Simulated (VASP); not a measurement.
A run of VASP 6.6.1:

File POSCAR:

```
SiC
1.0
    0.0000000000      2.1790000000      2.1790000000
    2.1790000000      0.0000000000      2.1790000000
    2.1790000000      2.1790000000      0.0000000000
Si C
1 1
Direct
    0.0000000000      0.0000000000      0.0000000000
    0.7500000000      0.7500000000      0.7500000000
```

File INCAR.step1:

```
PREC = Accurate ; ENCUT = 520
EDIFF = 1E-5 ; ISMEAR = 0
SIGMA = 0.1 ; LREAL = F
LASPH = T ; NELM = 100
ALGO = Normal ; ISIF = 2
LWAVE = T ; LCHARG = F
BMIX = 2.0 ; GGA = PE
```

INCAR.step2

```
PREC = Accurate ; ENCUT = 520
EDIFF = 1E-7 ; ISMEAR = 0
SIGMA = 0.1 ; LREAL = F
LASPH = T ; NELM = 100
ALGO = Normal ; ISIF = 2
LWAVE = F ; LCHARG = F
GGA = PE ; LHFCALC = T
HFSCREEN = 0.2 ; PRECFOCK = Fast
IVDW = 11 ; VDW_S6 = 1.0
VDW_S8 = 0.109 ; VDW_SR = 1.129
VDW_SR8 = 1.0 ; LORBIT = 10
BMIX = 2.0 ; ISTART = 1
```

File KPOINTS:

```
Automatic mesh
0
Gamma
  4 4 4
```

Potentials or basis: VASP PAW PBE potentials, release 64 (Si, C).

Run with:

```sh
$ cat potpaw_PBE.64/Si/POTCAR potpaw_PBE.64/C/POTCAR > POTCAR
$ cp INCAR.step1 INCAR
$ mpirun -np 1 vasp_std > vasp.out
$ cp INCAR.step2 INCAR
$ mpirun -np 1 vasp_std > vasp.out
```

Hardware: 1 thread of Intel(R) Xeon(R) Platinum 8375C CPU @ 2.90GHz (Ice Lake), on a shared host.

Question: Estimate the wall time of this run.

Answer: Wall time 31 s on 1 thread of Intel(R) Xeon(R) Platinum 8375C CPU @ 2.90GHz (Ice Lake), with other jobs on the host, peak memory 0.23 GiB. Counts: scf iterations 13, k points 8.
